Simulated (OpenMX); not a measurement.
Ge:

```
Ge
1.0
    -2.57449    2.57449    1.39741
     2.57449   -2.57449    1.39741
     2.57449    2.57449   -1.39741
Ge
2
Direct
  0.50000 0.50000 0.00000
  0.25000 0.75000 0.50000
```

This isn't the form of Ge at room conditions, which is diamond.

Base run:

- Program: OpenMX 3.8.5
- Functional: PBE
- Potentials or basis: OpenMX 2013 PBE set, Ge7.0-s3p2d2, grid cutoff 300 Ry
- k mesh: 11 × 11 × 11
- Occupations: fermi-dirac, width 0.05 eV
- Spin: no spin polarisation

Its results: pressure 4.4 GPa.

Q: The run is repeated on the same cell with these changes: functional from PBE to LDA; potentials or basis from OpenMX 2013 PBE set, Ge7.0-s3p2d2, grid cutoff 300 Ry to OpenMX 2013 LDA set, Ge7.0-s3p2d2, grid cutoff 300 Ry. What comes out?

A: Pressure -1.1 GPa.

Caveats: the basis of atomic orbitals isn't converged, which shifts pressures, moduli and gaps.
